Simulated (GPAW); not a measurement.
# TePb (Fm-3m) in GPAW: notebook, part 2 of 2

GPAW 26.7.0.

**3. Relaxation of cell and atoms, PBEsol+D3(BJ)**

File run.py:

```python
from ase.calculators.mixing import SumCalculator
from ase.filters import FrechetCellFilter
from ase.io import read, write
from ase.optimize import LBFGS
from dftd3.ase import DFTD3
from gpaw import GPAW, PW, setup_paths

setup_paths.insert(0, '.')

atoms = read('TePb.xyz')

calc = GPAW(mode=PW(600),
            xc='PBEsol',
            kpts={'size': (7, 7, 7), 'gamma': True},
            occupations={'name': 'fermi-dirac', 'width': 0.05},
            nbands=19,
            convergence={'density': 1e-05, 'forces': 0.0001},
            maxiter=150,
            txt='gpaw.txt')
atoms.calc = SumCalculator([calc, DFTD3(method='pbesol', damping='d3bj')])
opt = LBFGS(FrechetCellFilter(atoms), trajectory='relax.traj', logfile='-')
done = opt.run(fmax=0.05, steps=60)
calc.write('gs.gpw')
write('result.traj', atoms)
print('Converged:', done)
print('Cell:', atoms.cell.cellpar().round(4))
print('Volume:', round(atoms.get_volume(), 4))
print(atoms.get_scaled_positions().round(5))
```

File TePb.xyz:

```xyz
2
Lattice="0.0000000000 3.2310000000 3.2310000000 3.2310000000 0.0000000000 3.2310000000 3.2310000000 3.2310000000 0.0000000000" Properties=species:S:1:pos:R:3 pbc="T T T"
Pb     0.0000000000      0.0000000000      0.0000000000
Te     3.2310000000      3.2310000000      3.2310000000
```

Potentials or basis: PAW data sets generated in the run's folder for this functional, pw.

Launch:

```console
$ gpaw-setup -f PBEsol Pb Te
$ OMP_NUM_THREADS=1 python run.py
```

gpaw.txt:

```text
__  _  _
 | _ |_)|_||  |
 |__||  | ||/\| - 26.7.0

Input parameters:
  mode=PW(ecut=600.0),
  convergence={'density': 1e-05, 'forces': 0.0001},
  kpts=MonkhorstPack(size=(7, 7, 7), gamma=True),
  maxiter=150,
  nbands=19,
  occupations=Occupations(name='fermi-dirac', width=0.05),
  xc=XC(name='PBEsol')

Diagonalizing LCAO Hamiltonian
Converting LCAO to pw mode

                 Te

       Pb

Atoms  # Å, Bohr magnetons
|   | symbol |        x |        y |        z |    initial magnetic moments |
|---|--------|----------|----------|----------|-----------------------------|
| 0 |     Pb | 0.000000 | 0.000000 | 0.000000 | ( 0.0000,  0.0000,  0.0000) |
| 1 |     Te | 3.231000 | 3.231000 | 3.231000 | ( 0.0000,  0.0000,  0.0000) |

Unit cell  # Å
| periodic |        x |        y |        z |  lengths |    angles |
|----------|----------|----------|----------|----------|-----------|
|      yes | 0.000000 | 3.231000 | 3.231000 | 4.569324 | 60.000000 |
|      yes | 3.231000 | 0.000000 | 3.231000 | 4.569324 | 60.000000 |
|      yes | 3.231000 | 3.231000 | 0.000000 | 4.569324 | 60.000000 |

Number of symmetries: 48
Symmetry operations  # r_c * U_cc + t_c -> r_c
|    | kind |            matrix            |
|----|------|------------------------------|
|  0 |  σ   |  1, 0, 0,  1, 0,-1,  1,-1, 0 |
|  1 |  C2  |  1, 0, 0,  1,-1, 0,  1, 0,-1 |
|  2 |  E   |  1, 0, 0,  0, 1, 0,  0, 0, 1 |
|  3 |  σ   |  1, 0, 0,  0, 0, 1,  0, 1, 0 |
|  4 |  C4  |  1, 0,-1,  1, 0, 0,  1,-1, 0 |
|  5 |  S6  |  1, 0,-1,  1,-1, 0,  1, 0, 0 |
|  6 |  σ   |  1, 0,-1,  0, 1,-1,  0, 0,-1 |
|  7 |  C3  |  1, 0,-1,  0, 0,-1,  0, 1,-1 |
|  8 |  S6  |  1,-1, 0,  1, 0, 0,  1, 0,-1 |
|  9 |  C4  |  1,-1, 0,  1, 0,-1,  1, 0, 0 |
| 10 |  C3  |  1,-1, 0,  0,-1, 1,  0,-1, 0 |
| 11 |  σ   |  1,-1, 0,  0,-1, 0,  0,-1, 1 |
| 12 |  σ   |  0, 1, 0,  1, 0, 0,  0, 0, 1 |
| 13 |  C4  |  0, 1, 0,  0, 1,-1, -1, 1, 0 |
| 14 |  C3  |  0, 1, 0,  0, 0, 1,  1, 0, 0 |
| 15 |  S6  |  0, 1, 0, -1, 1, 0,  0, 1,-1 |
| 16 |  C2  |  0, 1,-1,  1, 0,-1,  0, 0,-1 |
| 17 |  σ   |  0, 1,-1,  0, 1, 0, -1, 1, 0 |
| 18 |  S4  |  0, 1,-1,  0, 0,-1,  1, 0,-1 |
| 19 |  C4  |  0, 1,-1, -1, 1, 0,  0, 1, 0 |
| 20 |  C3  |  0, 0, 1,  1, 0, 0,  0, 1, 0 |
| 21 |  σ   |  0, 0, 1,  0, 1, 0,  1, 0, 0 |
[... 220 lines left out ...]
Stress tensor  # eV/Ang^3
|        x |        y |        z |
|----------|----------|----------|
| 0.004375 | 0.000000 | 0.000000 |
| 0.000000 | 0.004375 | 0.000000 |
| 0.000000 | 0.000000 | 0.004375 |

Forces  # eV/Ang
|        x |        y |        z |
|----------|----------|----------|
| -0.00000 | -0.00000 | -0.00000 |  # Pb   0
|  0.00000 |  0.00000 | -0.00000 |  # Te   1

Interpolating wave functions to new cell

                 Te

       Pb

Atoms  # Å, Bohr magnetons
|   | symbol |        x |        y |        z |    initial magnetic moments |
|---|--------|----------|----------|----------|-----------------------------|
| 0 |     Pb | 0.000000 | 0.000000 | 0.000000 | ( 0.0000,  0.0000,  0.0000) |
| 1 |     Te | 3.218299 | 3.218299 | 3.218299 | ( 0.0000,  0.0000,  0.0000) |

Unit cell  # Å
| periodic |         x |        y |        z |  lengths |    angles |
|----------|-----------|----------|----------|----------|-----------|
|      yes | -0.000000 | 3.218299 | 3.218299 | 4.551363 | 60.000000 |
|      yes |  3.218299 | 0.000000 | 3.218299 | 4.551363 | 60.000000 |
|      yes |  3.218299 | 3.218299 | 0.000000 | 4.551363 | 60.000000 |

Number of symmetries: 48
Symmetry operations  # r_c * U_cc + t_c -> r_c
|    | kind |            matrix            |
|----|------|------------------------------|
|  0 |  σ   |  1, 0, 0,  1, 0,-1,  1,-1, 0 |
|  1 |  C2  |  1, 0, 0,  1,-1, 0,  1, 0,-1 |
|  2 |  E   |  1, 0, 0,  0, 1, 0,  0, 0, 1 |
|  3 |  σ   |  1, 0, 0,  0, 0, 1,  0, 1, 0 |
|  4 |  C4  |  1, 0,-1,  1, 0, 0,  1,-1, 0 |
|  5 |  S6  |  1, 0,-1,  1,-1, 0,  1, 0, 0 |
|  6 |  σ   |  1, 0,-1,  0, 1,-1,  0, 0,-1 |
|  7 |  C3  |  1, 0,-1,  0, 0,-1,  0, 1,-1 |
|  8 |  S6  |  1,-1, 0,  1, 0, 0,  1, 0,-1 |
|  9 |  C4  |  1,-1, 0,  1, 0,-1,  1, 0, 0 |
| 10 |  C3  |  1,-1, 0,  0,-1, 1,  0,-1, 0 |
| 11 |  σ   |  1,-1, 0,  0,-1, 0,  0,-1, 1 |
| 12 |  σ   |  0, 1, 0,  1, 0, 0,  0, 0, 1 |
| 13 |  C4  |  0, 1, 0,  0, 1,-1, -1, 1, 0 |
| 14 |  C3  |  0, 1, 0,  0, 0, 1,  1, 0, 0 |
| 15 |  S6  |  0, 1, 0, -1, 1, 0,  0, 1,-1 |
| 16 |  C2  |  0, 1,-1,  1, 0,-1,  0, 0,-1 |
| 17 |  σ   |  0, 1,-1,  0, 1, 0, -1, 1, 0 |
| 18 |  S4  |  0, 1,-1,  0, 0,-1,  1, 0,-1 |
| 19 |  C4  |  0, 1,-1, -1, 1, 0,  0, 1, 0 |
| 20 |  C3  |  0, 0, 1,  1, 0, 0,  0, 1, 0 |
| 21 |  σ   |  0, 0, 1,  0, 1, 0,  1, 0, 0 |
[... 198 lines left out ...]
|          3 |       -10.985 |     2.000 |
|          4 |       -10.985 |     2.000 |
|          5 |        -6.457 |     2.000 |
|          6 |         0.135 |     2.000 |
|          7 |         4.257 |     2.000 |
[... 9 lines left out ...]
|         17 |        13.214 |     0.000 |
|         18 |        13.706 |     0.000 |

Gap: 0.911 eV
Transition (v -> c):
  (s=0, k=19, n=9, [0.43, 0.43, 0.43]) -> (s=0, k=19, n=10, [0.43, 0.43, 0.43])
No difference between direct/indirect transitions

Stress tensor  # eV/Ang^3
|        x |         y |         z |
|----------|-----------|-----------|
| 0.001200 |  0.000000 |  0.000000 |
| 0.000000 |  0.001200 | -0.000000 |
| 0.000000 | -0.000000 |  0.001200 |

Forces  # eV/Ang
|       x |        y |        z |
|---------|----------|----------|
| 0.00000 | -0.00000 | -0.00000 |  # Pb   0
| 0.00000 |  0.00000 |  0.00000 |  # Te   1

Interpolating wave functions to new cell

                 Te

       Pb

Atoms  # Å, Bohr magnetons
|   | symbol |        x |        y |        z |    initial magnetic moments |
|---|--------|----------|----------|----------|-----------------------------|
| 0 |     Pb | 0.000000 | 0.000000 | 0.000000 | ( 0.0000,  0.0000,  0.0000) |
| 1 |     Te | 3.162649 | 3.162649 | 3.162649 | ( 0.0000,  0.0000,  0.0000) |

Unit cell  # Å
| periodic |        x |         y |         z |  lengths |    angles |
|----------|----------|-----------|-----------|----------|-----------|
|      yes | 0.000000 |  3.162649 |  3.162649 | 4.472660 | 60.000000 |
|      yes | 3.162649 | -0.000000 |  3.162649 | 4.472660 | 60.000000 |
|      yes | 3.162649 |  3.162649 | -0.000000 | 4.472660 | 60.000000 |

Number of symmetries: 48
Symmetry operations  # r_c * U_cc + t_c -> r_c
|    | kind |            matrix            |
|----|------|------------------------------|
|  0 |  σ   |  1, 0, 0,  1, 0,-1,  1,-1, 0 |
|  1 |  C2  |  1, 0, 0,  1,-1, 0,  1, 0,-1 |
|  2 |  E   |  1, 0, 0,  0, 1, 0,  0, 0, 1 |
|  3 |  σ   |  1, 0, 0,  0, 0, 1,  0, 1, 0 |
|  4 |  C4  |  1, 0,-1,  1, 0, 0,  1,-1, 0 |
|  5 |  S6  |  1, 0,-1,  1,-1, 0,  1, 0, 0 |
|  6 |  σ   |  1, 0,-1,  0, 1,-1,  0, 0,-1 |
|  7 |  C3  |  1, 0,-1,  0, 0,-1,  0, 1,-1 |
|  8 |  S6  |  1,-1, 0,  1, 0, 0,  1, 0,-1 |
|  9 |  C4  |  1,-1, 0,  1, 0,-1,  1, 0, 0 |
| 10 |  C3  |  1,-1, 0,  0,-1, 1,  0,-1, 0 |
| 11 |  σ   |  1,-1, 0,  0,-1, 0,  0,-1, 1 |
| 12 |  σ   |  0, 1, 0,  1, 0, 0,  0, 0, 1 |
| 13 |  C4  |  0, 1, 0,  0, 1,-1, -1, 1, 0 |
| 14 |  C3  |  0, 1, 0,  0, 0, 1,  1, 0, 0 |
| 15 |  S6  |  0, 1, 0, -1, 1, 0,  0, 1,-1 |
| 16 |  C2  |  0, 1,-1,  1, 0,-1,  0, 0,-1 |
| 17 |  σ   |  0, 1,-1,  0, 1, 0, -1, 1, 0 |
| 18 |  S4  |  0, 1,-1,  0, 0,-1,  1, 0,-1 |
| 19 |  C4  |  0, 1,-1, -1, 1, 0,  0, 1, 0 |
| 20 |  C3  |  0, 0, 1,  1, 0, 0,  0, 1, 0 |
| 21 |  σ   |  0, 0, 1,  0, 1, 0,  1, 0, 0 |
[... 198 lines left out ...]
|          3 |       -10.378 |     2.000 |
|          4 |       -10.378 |     2.000 |
|          5 |        -6.211 |     2.000 |
|          6 |         0.979 |     2.000 |
|          7 |         4.753 |     2.000 |
[... 9 lines left out ...]
|         17 |        14.136 |     0.000 |
|         18 |        14.430 |     0.000 |

Gap: 0.832 eV
Transition (v -> c):
  (s=0, k=19, n=9, [0.43, 0.43, 0.43]) -> (s=0, k=19, n=10, [0.43, 0.43, 0.43])
No difference between direct/indirect transitions

Stress tensor  # eV/Ang^3
|         x |         y |         z |
|-----------|-----------|-----------|
| -0.015052 |  0.000000 |  0.000000 |
|  0.000000 | -0.015052 | -0.000000 |
|  0.000000 | -0.000000 | -0.015052 |

Forces  # eV/Ang
|        x |        y |        z |
|----------|----------|----------|
| -0.00000 |  0.00000 |  0.00000 |  # Pb   0
| -0.00000 | -0.00000 | -0.00000 |  # Te   1

# Writing to gs.gpw (mode='')
```

Run time: 50 s. Hardware: 1 thread of Arm Neoverse V2, shared host; peak memory 0.2 GiB.

Results:

```yaml
Free_energy: -9.3952 eV
Relaxed_volume: 31.63 Å³/atom
Relaxed_cell: a = 4.473 Å, b = 4.473 Å, c = 4.473 Å, α = 60.00°, β = 60.00°, γ = 60.00°
Space_group_after_relaxing_to_0.05_Å: Fm-3m (No. 225)
Energy_gained_by_relaxing: 16.8 meV/atom
Ionic_steps: 3
Pressure_after_relaxing: 0.2 GPa
Dispersion_energy_per_atom: -0.430 eV
```

The path:
```csv
step,energy change (eV),largest force (eV/Å),pressure (GPa),volume (Å³)
1,0.0000,0.0000,-2.62,67.46
2,-0.0118,0.0000,-2.16,66.67
3,-0.0336,0.0000,0.21,63.27
```

Final structure:
```cif
data_structure
_symmetry_space_group_name_H-M 'P 1'
_symmetry_Int_Tables_number 1
_cell_length_a 4.4727
_cell_length_b 4.4727
_cell_length_c 4.4727
_cell_angle_alpha 60.000
_cell_angle_beta 60.000
_cell_angle_gamma 60.000
_cell_volume 63.27
loop_
_atom_site_label
_atom_site_type_symbol
_atom_site_fract_x
_atom_site_fract_y
_atom_site_fract_z
_atom_site_occupancy
Pb1 Pb 0.00000 0.00000 0.00000 1
Te1 Te 0.50000 0.50000 0.50000 1
```

Levels at points of the mesh, in eV from the Fermi level:
| k point | band 7 | band 8 | band 9 | band 10 | band 11 | band 12 | band 13 | band 14 |
| --- | --- | --- | --- | --- | --- | --- | --- | --- |
| (0.00, 0.00, 0.00) | -5.71 | -1.93 | -1.93 | -1.93 | 3.77 | 3.77 | 3.77 | 5.31 |

Caveat: this odd mesh misses L, where the gap lies, so gap, dielectric constants and Born charges aren't listed; later steps reuse the first step's grids. The run has no spin-orbit coupling, so splittings on Pb, Te are missing.
